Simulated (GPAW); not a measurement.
Here is a GPAW 26.7.0 calculation.

Contents of run.py:

```python
from ase.eos import EquationOfState
from ase.io import Trajectory
from ase.spacegroup import crystal
from ase.units import GPa
from gpaw import GPAW, PW, setup_paths

setup_paths.insert(0, '.')

# In 4a
# As 4c
atoms = crystal(['In', 'As'],
                basis=[[0.0, 0.0, 0.0],
                       [0.25, 0.25, 0.25]],
                spacegroup=216, setting=1,  # F-43m
                cellpar=[6.036, 6.036, 6.036, 90.0, 90.0, 90.0],
                primitive_cell=True)

traj = Trajectory('eos.traj', 'w')
volumes, energies = [], []
for x in [0.94, 0.96, 0.98, 1.0, 1.02, 1.04, 1.06]:
    a = atoms.copy()
    a.set_cell(atoms.cell * x**(1 / 3), scale_atoms=True)
    calc = GPAW(mode=PW(600),
                xc='BLYP',
                kpts={'size': (6, 6, 6), 'gamma': True},
                occupations={'name': 'fermi-dirac', 'width': 0.05},
                nbands=18,
                convergence={'density': 1e-05, 'energy': 1e-05},
                eigensolver='davidson',
                maxiter=150,
                txt=f'eos-{x:.2f}.txt')
    a.calc = calc
    energies.append(a.get_potential_energy(force_consistent=True))
    volumes.append(a.get_volume())
    p = -a.get_stress()[:3].mean() / GPa
    calc.write(f'eos-{x:.2f}.gpw')
    traj.write(a)
    print(f'{x:.2f} {volumes[-1]:10.4f} A^3 {energies[-1]:14.6f} eV {p:9.3f} GPa', flush=True)

v0, e0, B = EquationOfState(volumes, energies, eos='birchmurnaghan').fit()
print(f'V0 = {v0:.4f} A^3, E0 = {e0:.6f} eV, B0 = {B / GPa:.2f} GPa')
```

Potentials or basis: PAW data sets generated in the run's folder for this functional, pw.

Run with:

```console
$ gpaw-setup -f BLYP As In
$ OMP_NUM_THREADS=1 python run.py
```

(1) Predict the equilibrium volume.

(2) Estimate the bulk modulus.

Results:

(1) 31.23 Å³/atom (rough: see the caveat).

(2) 44 GPa (rough).

Caveat: the minimum lies outside the volumes run.
